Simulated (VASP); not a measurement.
FeO (Wuestite):

```
Fe O
1.0
     0.00000    2.15540    2.15540
     2.15540    0.00000    2.15540
     2.15540    2.15540    0.00000
Fe O
1 1
Direct
  0.00000 0.00000 0.00000
  0.50000 0.50000 0.50000
```

| Property | Result |
| --- | --- |
| Program | VASP 6.6.1 |
| Task | relaxation of cell and atoms |
| Functional | AM05 |
| Potentials or basis | VASP PAW PBE potentials, release 64 (Fe, O) |
| Cutoff | 600 eV |
| k mesh | 8 × 8 × 8 |
| Occupations | fermi-dirac, width 0.05 eV |
| Spin | collinear spin, ferromagnetic start |
| Starting moments | [3.0, 0.0] μB |

At the start: pressure -8.2 GPa; volume 10.01 Å³/atom.

Question: Where does the relaxation end?

Answer: Over 3 steps the energy falls by 11.6 meV/atom and the volume is 9.58 Å³/atom (-4.3 %); space group Fm-3m (No. 225, to 0.05 Å); moment 4.00 μB per cell.

Step by step:
| step | energy change (eV) | largest force (eV/Å) | pressure (GPa) | volume (Å³) |
| --- | --- | --- | --- | --- |
| 1 | 0.0000 | 0.0000 | -8.19 | 20.03 |
| 2 | -0.0114 | 0.0000 | 6.72 | 18.58 |
| 3 | -0.0233 | 0.0000 | 0.11 | 19.16 |

Final structure:
```cif
data_structure
_symmetry_space_group_name_H-M 'P 1'
_symmetry_Int_Tables_number 1
_cell_length_a 3.0036
_cell_length_b 3.0036
_cell_length_c 3.0036
_cell_angle_alpha 60.000
_cell_angle_beta 60.000
_cell_angle_gamma 60.000
_cell_volume 19.16
loop_
_atom_site_label
_atom_site_type_symbol
_atom_site_fract_x
_atom_site_fract_y
_atom_site_fract_z
_atom_site_occupancy
Fe1 Fe 0.00000 0.00000 0.00000 1
O1 O 0.50000 0.50000 0.50000 1
```

Caveat: the PAW data sets were made with another functional, which shifts forces and pressure a little; a cell with one magnetic atom can't hold antiferromagnetic order, which such compounds often take.
